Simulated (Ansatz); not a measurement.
# HgTe2: the cost of one run

Computed with Ansatz 0.2.0 (DFT PBE, scalar-relativistic, plane waves, PAW, unless a step's input says otherwise).

### Step 1. The structure to begin with

It takes space group P4/mmm (No. 123, tetragonal). Conventional cell: a = 3.056 Å, b = 3.056 Å, c = 36.635 Å, α = 90.00°, β = 90.00°, γ = 90.00°. Hg (site symmetry 4/mmm) is surrounded by 4 Hg at 3.06 Å and 2 Te at 3.29 Å. Around Te (site symmetry 4mm) lie 4 Te at 3.06 Å and 1 Hg at 3.29 Å.

Structure file:

```xyz
3
Lattice="3.0565 0.0000 0.0000 0.0000 3.0565 0.0000 0.0000 0.0000 36.6350" Properties=species:S:1:pos:R:3 pbc="T T F"
Hg    0.0000    0.0000   10.0000
Te    0.0000    0.0000   13.2910
Te    0.0000    0.0000    6.7090
```

The cell was relaxed beforehand at this level, from a generated guess; it needn't be the stable form of this composition. At a tolerance of 0.05 Å it has layer group p4/mmm (No. 61); it has 3.11 Å²/atom, an uncorrected energy of +0.05 eV/atom over the elements.

Only a and b are periodic; c spans vacuum, so the box's volume, pressure and space group aren't properties of the sheet.

### Step 2. Static run: bands, density of states and charges

File input.yaml:

```yaml
crystal:
  lattice:
    - [3.0564697664, 0.0, 0.0]
    - [0.0, 3.0564697664, 0.0]
    - [0.0, 0.0, 36.6350309728]
  atoms:
    - { symbol: Hg, position: [0.0, 0.0, 0.2729627827] }
    - { symbol: Te, position: [0.0, 0.0, 0.3627954553] }
    - { symbol: Te, position: [0.0, 0.0, 0.1831301101] }
  periodic: [true, true, false]
basis:
  ecutwfc: 420
kpoints:
  mp_grid: { grid: [14, 14, 1] }
  band_path:
    path: [[0.0, 0.0, 0.0], [0.0, 0.5, 0.0], [0.5, 0.5, 0.0], [0.0, 0.0, 0.0]]
    npoints: 14
hamiltonian:
  xc: pbe
scf:
  occupations: { method: gaussian, width: 0.1 }
  n_extra_bands: 7
output:
  forces: true
  stress: true
  eigenvalues: true
  populations: true
  dos: { projected: true, de: 0.02, nscf_kmesh: { grid: [17, 17, 1] } }
  bader: true
  write_density: true
  write_potential: true
  elf: true
  volumetric_format: npy
```

Launch:

```bash
$ ansatz run input.yaml --threads 1 --pin off --max-ram 2048MiB --backend cpu --events-out ev --progress --plain --runs-dir out
```

Q: Estimate wall time and peak memory on 1 thread of Arm Neoverse V2, shared host.

About 74 s, with a peak of 0.73 GiB.
